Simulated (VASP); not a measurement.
# CdS (Greenockite): accuracy against cost in the SCF threshold and k-mesh, part 2 of 3

A convergence test on CdS (Greenockite): the SCF threshold and k-mesh. The atoms are off their equilibrium sites, so that forces can be compared too. The series runs use PBE. The atoms of the start are displaced at random from the sites of a P6_3mc cell.

VASP 6.6.1; PBE; plane waves and PAW (Cd, S).

Still holding for the runs below: Spin-orbit coupling is off here; it would split degenerate levels.

So far. Step 6 (SCF threshold: EDIFF = 1E-06): Against the run before the energy stays within 0.01 meV an atom; the pressure moves by -0.03 GPa, after 14 cycles in 31 s.

The database entry behind the starting cell differs from later determinations by our own check (about 0.35 % long), so it need not match the best structure at ambient conditions.

## (7) SCF threshold: EDIFF = 1E-08

INCAR reads:

```
SYSTEM = CdS
PREC = Accurate
ENCUT = 400
EDIFF = 1E-08
NELM = 100
ISMEAR = -1
SIGMA = 0.05
LREAL = .FALSE.
ALGO = Normal
GGA = PE
NBANDS = 24
LORBIT = 11
LWAVE = .FALSE.
LCHARG = .FALSE.
KPAR = 4
ISIF = 2
```

POSCAR reads:

```
CdS
1.0
    4.1500000000      0.0000000000      0.0000000000
   -2.0750000000      3.5940054257      0.0000000000
    0.0000000000      0.0000000000      6.7370000000
Cd S
2 2
Direct
    0.3190440000      0.6681630000     -0.0017800000
    0.6656900000      0.3304950000      0.5023890000
    0.3292410000      0.6658690000      0.3727730000
    0.6727230000      0.3371580000      0.8751140000
```

KPOINTS reads:

```
Automatic mesh
0
Gamma
6 6 4
0 0 0
```

PAW data sets: Cd and S (PBE family, release 64).

Started as:

```console
$ mpirun -np 4 vasp_std
```

The log of the run:

```text
[... set-up lines as in an earlier step ...]
 entering main loop
       N       E                     dE             d eps       ncg     rms          rms(c)
[... 13 cycles as in an earlier step ...]
DAV:  14    -0.122378012484E+02   -0.76580E-06   -0.28520E-06  3816   0.167E-02    0.814E-03
DAV:  15    -0.122378010039E+02    0.24452E-06   -0.61470E-07  4752   0.407E-03    0.330E-03
DAV:  16    -0.122378009321E+02    0.71826E-07   -0.34742E-08  3304   0.176E-03    0.537E-04
DAV:  17    -0.122378009168E+02    0.15236E-07   -0.96113E-09  3192   0.824E-04    0.621E-04
DAV:  18    -0.122378009306E+02   -0.13737E-07   -0.30086E-09  2264   0.675E-04    0.268E-04
DAV:  19    -0.122378009417E+02   -0.11152E-07   -0.20612E-09  2184   0.265E-04    0.184E-04
DAV:  20    -0.122378009453E+02   -0.35184E-08   -0.29453E-10  1976   0.153E-04
   1 F= -.12237801E+02 E0= -.12237801E+02  d E =-.208681E-06
```

Run time: 42 s. Hardware: 4 MPI ranks of Intel Xeon Platinum 8375C at 2.90GHz (Ice Lake), shared host; peak memory 0.98 GiB.

OUTCAR, selected parts (step 7):

```text
  Total        1.2024090      1.0690325      1.7112284      0.5901634      0.1066661      0.2758716
  in kB       19.1720888     17.0454366     27.2850770      9.4099973      1.7007627      4.3986984
  external PRESSURE =      21.1675342 kB  Pullay stress =       0.0000000 kB

 POSITION                                       TOTAL-FORCE (eV/Angst)
 -----------------------------------------------------------------------------------
     -0.06241      2.40138      6.72501         0.418258      0.096371      0.016126
      2.07684      1.18780      3.38459        -0.073019      0.030590     -0.216678
     -0.01533      2.39314      2.51137         0.096543     -0.022489      0.154209
      2.09220      1.21175      5.89564        -0.441781     -0.104472      0.046342
 -----------------------------------------------------------------------------------
    total drift:                               -0.000101      0.000321     -0.000677

  FREE ENERGIE OF THE ION-ELECTRON SYSTEM (eV)
  ---------------------------------------------------
  free  energy   TOTEN  =       -12.2378009453 eV

  energy  without entropy=      -12.2378007366  energy(sigma->0) =      -12.23780084

[... 2 parts as in an earlier step ...]

[... 1 further part left out ...]
[key lines of the parts left out:]
E-fermi :   1.8354
```

Against the run before the energy stays within 0.01 meV an atom; the pressure moves by +0.01 GPa, after 20 cycles in 42 s.

## (8) The SCF threshold series as a table

This step: convergence of PBE results with the threshold; plane waves and PAW (VASP 6.6.1).

Derived from the runs above.

Differences are taken from the run with EDIFF = 1E-08. Results of the series, by row:

```
      setting     status  energy less the reference (meV/atom)  pressure (GPa)  largest force difference (meV/Å)  gap (eV)  SCF cycles  wall time (s)
 EDIFF = 0.01  converged                                0.1132           2.681                             1.996     1.171           9           19.6
EDIFF = 0.001  converged                               0.04043           2.131                             0.787     1.185          10             23
EDIFF = 1E-04  converged                               0.01663           2.091                             0.797     1.187          11             27
EDIFF = 1E-05  converged                               1.32e-4           2.132                             0.111     1.187          13             30
EDIFF = 1E-06  converged                              -7.50e-5           2.106                             0.034     1.188          14             31
EDIFF = 1E-08  converged                                     0           2.117                                 0     1.188          20             42
```

## (9) K-mesh: 2 2 1

This step: PBE; plane waves and PAW (Cd, S) (VASP 6.6.1).

The sum over the zone converges with the mesh, fast for insulators and slowly for metals.

INCAR, as its differences from that of step 7:

```diff
@@ -3,3 +3,3 @@
 ENCUT = 400
-EDIFF = 1E-08
+EDIFF = 1E-06
 NELM = 100
@@ -14,3 +14,3 @@
 LCHARG = .FALSE.
-KPAR = 4
+NCORE = 4
 ISIF = 2
```

POSCAR is that of step 7.

KPOINTS reads:

```
Automatic mesh
0
Gamma
2 2 1
0 0 0
```

Started as:

```console
$ mpirun -np 4 vasp_std
```

The log of the run:

```text
[banner, memory and clock lines left out]
running    4 mpi-ranks, on    1 nodes
 distrk:  each k-point on    4 cores,    1 groups
 distr:  one band on    4 cores,    1 groups

 POSCAR found type information on POSCAR CdS
 POSCAR found :  2 types and       4 ions
 LDA part: xc-table for (Slater+PW92), standard interpolation
 POSCAR, INCAR and KPOINTS ok, starting setup
 FFT: planning ... GRIDC
 FFT: planning ... GRID_SOFT
 FFT: planning ... GRID
 WAVECAR not read
 entering main loop
       N       E                     dE             d eps       ncg     rms          rms(c)
DAV:   1     0.204847719451E+03    0.20485E+03   -0.15390E+04   200   0.111E+03
DAV:   2    -0.242351098644E+01   -0.20727E+03   -0.20085E+03   216   0.302E+02
DAV:   3    -0.127307740966E+02   -0.10307E+02   -0.10274E+02   224   0.687E+01
DAV:   4    -0.128191448749E+02   -0.88371E-01   -0.88351E-01   240   0.628E+00
DAV:   5    -0.128207831315E+02   -0.16383E-02   -0.16373E-02   240   0.814E-01    0.112E+01
DAV:   6    -0.115167138970E+02    0.13041E+01   -0.26706E+00   224   0.161E+01    0.916E+00
DAV:   7    -0.114814265624E+02    0.35287E-01   -0.99455E-01   208   0.540E+00    0.451E+00
DAV:   8    -0.114815210367E+02   -0.94474E-04   -0.11870E-01   248   0.347E+00    0.563E-01
DAV:   9    -0.114794636986E+02    0.20573E-02   -0.21249E-02   248   0.177E+00    0.176E-01
DAV:  10    -0.114799321859E+02   -0.46849E-03   -0.17516E-03   248   0.382E-01    0.146E-01
DAV:  11    -0.114801699938E+02   -0.23781E-03   -0.37286E-04   248   0.142E-01    0.627E-02
DAV:  12    -0.114801647741E+02    0.52197E-05   -0.20844E-04   256   0.127E-01    0.136E-02
DAV:  13    -0.114801683714E+02   -0.35973E-05   -0.20048E-05   224   0.380E-02    0.597E-03
DAV:  14    -0.114801683455E+02    0.25882E-07   -0.77783E-07   192   0.896E-03
   1 F= -.11480168E+02 E0= -.11480162E+02  d E =-.131169E-04
```

Run time: 3.2 s. Hardware: 4 MPI ranks; peak memory 0.45 GiB; 9.6 s of CPU time.

From OUTCAR (step 9):

```text
   k-points           NKPTS =      4   k-points in BZ     NKDIM =      4   number of bands    NBANDS=     24

   NELECT =      36.0000    total number of electrons

 E-fermi :   1.9265

 k-point     1 :       0.0000    0.0000    0.0000
  band No.  band energies     occupation
    ...
     14       0.5050      2.00000
     15       0.6374      2.00000
     16       1.2887      1.99999
     17       1.3381      1.99998
     18       1.3547      1.99998
     19       2.4640      0.00004
     20       4.0449      0.00000
     21       7.6630      0.00000
     22       7.7662      0.00000
     23       8.0681      0.00000
    ...

  Total        3.2223202      3.0866855     -0.8402459      0.5781578      0.1132357      0.2867241
  in kB       51.3790302     49.2163711    -13.3974956      9.2185703      1.8055125      4.5717389
  external PRESSURE =      29.0659686 kB  Pullay stress =       0.0000000 kB

 POSITION                                       TOTAL-FORCE (eV/Angst)
 -----------------------------------------------------------------------------------
     -0.06241      2.40138      6.72501         0.437148      0.099960      0.148371
      2.07684      1.18780      3.38459        -0.080872      0.031884     -0.060815
     -0.01533      2.39314      2.51137         0.108510     -0.018658     -0.005495
      2.09220      1.21175      5.89564        -0.464786     -0.113186     -0.082061
 -----------------------------------------------------------------------------------
    total drift:                               -0.000101      0.000348     -0.000655

  FREE ENERGIE OF THE ION-ELECTRON SYSTEM (eV)
  ---------------------------------------------------
  free  energy   TOTEN  =       -11.4801683455 eV

  energy  without entropy=      -11.4801552286  energy(sigma->0) =      -11.48016179

[... 6 parts as in an earlier step ...]

[... 8 further parts left out ...]
```

This step gave:

| Property | Result |
| --- | --- |
| electronic steps | 14 |
| irreducible k points | 4 |
| free energy (TOTEN) | -11.48 eV |
| Fermi energy | 1.927 eV |
| pressure | 2.907 GPa |
| gap on the k-mesh | 1.109 eV |
| least direct gap on the k-mesh | 1.109 eV |

The series starts at -2.8700 eV an atom and 2.91 GPa, after 14 cycles in 3.2 s.

## (10) K-mesh: 3 3 2

INCAR, as its differences from that of step 9:

```diff
@@ -14,3 +14,4 @@
 LCHARG = .FALSE.
-NCORE = 4
+KPAR = 2
+NCORE = 2
 ISIF = 2
```

POSCAR is that of step 9.

KPOINTS reads:

```
Automatic mesh
0
Gamma
3 3 2
0 0 0
```

Started as:

```console
$ mpirun -np 4 vasp_std
```

The log of the run:

```text
[banner, memory and clock lines left out]
running    4 mpi-ranks, on    1 nodes
[...]
LDA part: xc-table for (Slater+PW92), standard interpolation
 POSCAR, INCAR and KPOINTS ok, starting setup
[...]
entering main loop
       N       E                     dE             d eps       ncg     rms          rms(c)
DAV:   1     0.213860424871E+03    0.21386E+03   -0.15487E+04   480   0.112E+03
DAV:   2    -0.293252282673E+01   -0.21679E+03   -0.21049E+03   576   0.309E+02
DAV:   3    -0.131435541682E+02   -0.10211E+02   -0.10185E+02   576   0.694E+01
DAV:   4    -0.132353908012E+02   -0.91837E-01   -0.91800E-01   568   0.648E+00
[...]
DAV:  12    -0.120827095700E+02   -0.38832E-04   -0.15664E-04   544   0.831E-02    0.168E-02
DAV:  13    -0.120827149728E+02   -0.54028E-05   -0.14641E-05   592   0.258E-02    0.423E-03
DAV:  14    -0.120827157189E+02   -0.74611E-06   -0.17735E-06   472   0.107E-02
   1 F= -.12082716E+02 E0= -.12082715E+02  d E =-.174554E-05
```

Wall time 5.8 s (4 MPI ranks); peak memory 0.63 GiB; 20 s of CPU time.

Parts of OUTCAR (step 10):

```text
  Total        1.5835397      1.4490092      1.5424312      0.5831179      0.1057893      0.2711722
  in kB       25.2491157     23.1040624     24.5936512      9.2976583      1.6867824      4.3237682
  external PRESSURE =      24.3156098 kB  Pullay stress =       0.0000000 kB

 POSITION                                       TOTAL-FORCE (eV/Angst)
 -----------------------------------------------------------------------------------
     -0.06241      2.40138      6.72501         0.418299      0.096900      0.066074
      2.07684      1.18780      3.38459        -0.072101      0.030746     -0.167426
     -0.01533      2.39314      2.51137         0.095223     -0.022490      0.103432
      2.09220      1.21175      5.89564        -0.441420     -0.105157     -0.002079
 -----------------------------------------------------------------------------------
    total drift:                               -0.000083      0.000331     -0.000617

  FREE ENERGIE OF THE ION-ELECTRON SYSTEM (eV)
  ---------------------------------------------------
  free  energy   TOTEN  =       -12.0827157189 eV

  energy  without entropy=      -12.0827139734  energy(sigma->0) =      -12.08271485

[... 1 part as in an earlier step ...]

[... 2 further parts left out ...]
[key lines of the parts left out:]
E-fermi :   1.8609
```

Against the run before the energy moves by -150.64 meV an atom and the pressure by -0.48 GPa, after 14 cycles in 5.8 s.

## (11) K-mesh: 4 4 3

INCAR, as its differences from that of step 10:

```diff
@@ -14,4 +14,3 @@
 LCHARG = .FALSE.
-KPAR = 2
-NCORE = 2
+KPAR = 4
 ISIF = 2
```

POSCAR is that of step 10.

KPOINTS reads:

```
Automatic mesh
0
Gamma
4 4 3
0 0 0
```

Started as:

```console
$ mpirun -np 4 vasp_std
```

The log of the run:

```text
[... set-up lines as in an earlier step ...]
 entering main loop
       N       E                     dE             d eps       ncg     rms          rms(c)
DAV:   1     0.211522661362E+03    0.21152E+03   -0.15409E+04  1248   0.112E+03
DAV:   2    -0.298899446841E+01   -0.21451E+03   -0.20929E+03  1456   0.307E+02
DAV:   3    -0.132206269862E+02   -0.10232E+02   -0.10203E+02  1488   0.695E+01
DAV:   4    -0.133164706245E+02   -0.95844E-01   -0.95799E-01  1472   0.653E+00
[...]
DAV:  12    -0.122068189149E+02   -0.64629E-04   -0.13570E-04  1376   0.542E-02    0.287E-02
DAV:  13    -0.122068271565E+02   -0.82416E-05   -0.18068E-05  1576   0.326E-02    0.105E-02
DAV:  14    -0.122068275334E+02   -0.37694E-06   -0.32138E-06  1224   0.187E-02
   1 F= -.12206828E+02 E0= -.12206827E+02  d E =-.586775E-06
```

It took 14 s on 4 MPI ranks; peak memory 0.78 GiB.

From OUTCAR (step 11):

```text
  Total        1.2852198      1.1513772      1.6733383      0.5895532      0.1065203      0.2748981
  in kB       20.4924849     18.3583997     26.6809293      9.4002668      1.6984382      4.3831771
  external PRESSURE =      21.8439380 kB  Pullay stress =       0.0000000 kB

 POSITION                                       TOTAL-FORCE (eV/Angst)
 -----------------------------------------------------------------------------------
     -0.06241      2.40138      6.72501         0.418093      0.096487      0.027472
      2.07684      1.18780      3.38459        -0.072735      0.030600     -0.205470
     -0.01533      2.39314      2.51137         0.096042     -0.022507      0.142914
      2.09220      1.21175      5.89564        -0.441399     -0.104580      0.035085
 -----------------------------------------------------------------------------------
    total drift:                               -0.000071      0.000330     -0.000627

  FREE ENERGIE OF THE ION-ELECTRON SYSTEM (eV)
  ---------------------------------------------------
  free  energy   TOTEN  =       -12.2068275334 eV

  energy  without entropy=      -12.2068269467  energy(sigma->0) =      -12.20682724

[... 1 part as in an earlier step ...]

[... 2 further parts left out ...]
[key lines of the parts left out:]
E-fermi :   1.8389
```

Against the run before the energy moves by -31.03 meV an atom and the pressure by -0.25 GPa, after 14 cycles in 14 s.

## (12) K-mesh: 5 5 3

INCAR is that of step 11.

POSCAR is that of step 11.

KPOINTS reads:

```
Automatic mesh
0
Gamma
5 5 3
0 0 0
```

Started as:

```console
$ mpirun -np 4 vasp_std
```

The log of the run:

```text
[... set-up lines as in an earlier step ...]
 entering main loop
       N       E                     dE             d eps       ncg     rms          rms(c)
DAV:   1     0.210370168631E+03    0.21037E+03   -0.15342E+04  1824   0.112E+03
DAV:   2    -0.296879298093E+01   -0.21334E+03   -0.20840E+03  2096   0.308E+02
DAV:   3    -0.132352654037E+02   -0.10266E+02   -0.10233E+02  2232   0.693E+01
DAV:   4    -0.133302190997E+02   -0.94954E-01   -0.94924E-01  2136   0.652E+00
[...]
DAV:  12    -0.122308619035E+02   -0.59264E-04   -0.14060E-04  1920   0.582E-02    0.236E-02
DAV:  13    -0.122308660224E+02   -0.41189E-05   -0.14046E-05  2328   0.301E-02    0.709E-03
DAV:  14    -0.122308668077E+02   -0.78533E-06   -0.31276E-06  1656   0.177E-02
   1 F= -.12230867E+02 E0= -.12230867E+02  d E =-.366401E-06
```

Wall time 18 s (4 MPI ranks); peak memory 0.82 GiB.

Parts of OUTCAR (step 12):

```text
  Total        1.2129421      1.0794155      1.6986076      0.5899561      0.1065957      0.2754772
  in kB       19.3400356     17.2109896     27.0838419      9.4066914      1.6996405      4.3924098
  external PRESSURE =      21.2116224 kB  Pullay stress =       0.0000000 kB

 POSITION                                       TOTAL-FORCE (eV/Angst)
 -----------------------------------------------------------------------------------
     -0.06241      2.40138      6.72501         0.418181      0.096400      0.018285
      2.07684      1.18780      3.38459        -0.072930      0.030593     -0.214532
     -0.01533      2.39314      2.51137         0.096347     -0.022507      0.152082
      2.09220      1.21175      5.89564        -0.441597     -0.104485      0.044165
 -----------------------------------------------------------------------------------
    total drift:                               -0.000080      0.000326     -0.000642

  FREE ENERGIE OF THE ION-ELECTRON SYSTEM (eV)
  ---------------------------------------------------
  free  energy   TOTEN  =       -12.2308668077 eV

  energy  without entropy=      -12.2308664413  energy(sigma->0) =      -12.23086662

[... 1 part as in an earlier step ...]

[... 2 further parts left out ...]
[key lines of the parts left out:]
E-fermi :   1.8333
```

Against the run before the energy moves by -6.01 meV an atom and the pressure by -0.06 GPa, after 14 cycles in 18 s.

## (13) K-mesh: 7 7 4

INCAR is that of step 12.

POSCAR is that of step 12.

KPOINTS reads:

```
Automatic mesh
0
Gamma
7 7 4
0 0 0
```

Started as:

```console
$ mpirun -np 4 vasp_std
```

The log of the run:

```text
[... set-up lines as in an earlier step ...]
 entering main loop
       N       E                     dE             d eps       ncg     rms          rms(c)
DAV:   1     0.211591524698E+03    0.21159E+03   -0.15473E+04  4776   0.112E+03
DAV:   2    -0.293765363782E+01   -0.21453E+03   -0.20903E+03  5512   0.308E+02
DAV:   3    -0.132400623627E+02   -0.10302E+02   -0.10273E+02  5912   0.695E+01
DAV:   4    -0.133341229581E+02   -0.94061E-01   -0.94036E-01  5520   0.647E+00
[...]
DAV:  12    -0.122393232420E+02   -0.65134E-04   -0.13788E-04  5064   0.557E-02    0.287E-02
DAV:  13    -0.122393273632E+02   -0.41212E-05   -0.14885E-05  6016   0.313E-02    0.738E-03
DAV:  14    -0.122393281544E+02   -0.79122E-06   -0.27486E-06  4344   0.167E-02
   1 F= -.12239328E+02 E0= -.12239328E+02  d E =-.163438E-06
```

It took 39 s on 4 MPI ranks; peak memory 1.1 GiB; 2.5 min of CPU time.

Parts of OUTCAR (step 13):

```text
  Total        1.1905430      1.0571849      1.7071268      0.5902814      0.1066896      0.2759832
  in kB       18.9828889     16.8565294     27.2196787      9.4118782      1.7011372      4.4004775
  external PRESSURE =      21.0196990 kB  Pullay stress =       0.0000000 kB

 POSITION                                       TOTAL-FORCE (eV/Angst)
 -----------------------------------------------------------------------------------
     -0.06241      2.40138      6.72501         0.418340      0.096373      0.015376
      2.07684      1.18780      3.38459        -0.073064      0.030596     -0.217354
     -0.01533      2.39314      2.51137         0.096577     -0.022491      0.154886
      2.09220      1.21175      5.89564        -0.441852     -0.104478      0.047091
 -----------------------------------------------------------------------------------
    total drift:                               -0.000076      0.000328     -0.000658

  FREE ENERGIE OF THE ION-ELECTRON SYSTEM (eV)
  ---------------------------------------------------
  free  energy   TOTEN  =       -12.2393281544 eV

  energy  without entropy=      -12.2393279910  energy(sigma->0) =      -12.23932807

[... 1 part as in an earlier step ...]

[... 2 further parts left out ...]
[key lines of the parts left out:]
E-fermi :   1.8377
```

Against the run before the energy moves by -2.12 meV an atom and the pressure by -0.02 GPa, after 14 cycles in 39 s.

(Continued in part 3 of 3.)

[Lines on the potential files, build, host, timing and source positions are cut from VASP's logs without a mark.]

[Logs are printed without paths, hosts, clocks, repeated set-up lines and the standing remarks that a program may print on its own settings, such as how far it seeks lower states.]

[Hosts, paths, dates, database ids (printed as entryN), source tags and the programs' standing remarks are cut or masked in the printed files.]

[A measured line is paired with the nearest computed mode of its activity, which favours agreement.]

[In band tables of VASP the shares of atoms and orbitals are scaled to a sum of 1 inside the atoms' spheres.]
